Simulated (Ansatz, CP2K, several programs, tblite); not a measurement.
Energy against volume for AlN built on the h-MgO prototype, at fixed shape and fractional coordinates, computed by several methods (PBE and r2SCAN, where shown, with plane waves in Ansatz); the cell shown is that of r2SCAN. With free coordinates or axes held, a curve is too stiff, and on another method's shape its minimum isn't the method's own volume. Space group P6_3/mmc (No. 194), hexagonal; conventional cell a = 3.292 Å, c = 4.137 Å, 9.71 Å³ an atom. Al has 5 N at 1.90–2.07 Å; N has 5 Al at 1.90–2.07 Å. All values are calculated for a non-magnetic cell, which may be hypothetical. Energies count from each curve's lowest point; fits are third-order Birch-Murnaghan.

```yaml
crystal:
  lattice:
    - [3.29235, 0.00000, 0.00000]
    - [-1.64617, 2.85126, 0.00000]
    - [0.00000, 0.00000, 4.13696]
  atoms:
    - { symbol: Al, position: [0.33333, 0.66667, 0.25000] }
    - { symbol: Al, position: [0.66667, 0.33333, 0.75000] }
    - { symbol: N, position: [0.66667, 0.33333, 0.25000] }
    - { symbol: N, position: [0.33333, 0.66667, 0.75000] }
```

Question: r2SCAN, on the shape of its own relaxed cell, gives
```csv
V (Å³/atom),E (meV/atom)
9.126,27.37
9.417,6.51
9.709,0.00
10.000,5.89
10.291,22.51
```
What equilibrium volume and bulk modulus follow?

Answer: V₀ = 9.71 Å³ an atom and B₀ = 227 GPa.

Question: PBE/SZV (CP2K), on the shape of the cell shown, gives
```tsv
V (Å³/atom)	E (meV/atom)
8.544	363.46
9.126	179.28
9.709	68.56
10.291	13.25
10.874	0.00
```
What equilibrium volume and bulk modulus follow?

Answer: V₀ = 10.80 Å³ an atom and B₀ = 169 GPa. The lowest point lies at an end of the range, so the fit is barely bracketed.

Question: PBE/DZVP (CP2K), on the shape of the cell shown, gives
```
V (Å³/atom)  E (meV/atom)
      8.544        150.31
      9.126         42.78
      9.709          0.00
     10.291          5.55
     10.874         47.35
```
What equilibrium volume and bulk modulus follow?

Answer: V₀ = 9.92 Å³ an atom and B₀ = 203 GPa.

Question: GFN2-xTB (tblite), on the shape of the cell shown, as a cluster of 72 atoms at the zone centre, gives
```tsv
V (Å³/atom)	E (meV/atom)
8.544	229.63
9.126	89.40
9.709	19.68
10.291	0.00
10.874	16.47
```
What equilibrium volume and bulk modulus follow?

Answer: V₀ = 10.28 Å³ an atom and B₀ = 174 GPa.

PBE, on the shape of its own relaxed cell:
```csv
V (Å³/atom),E (meV/atom)
9.359,25.68
9.658,6.12
9.957,0.00
10.256,5.49
10.554,20.98
```
V₀ = 9.96 Å³ an atom and B₀ = 207 GPa.
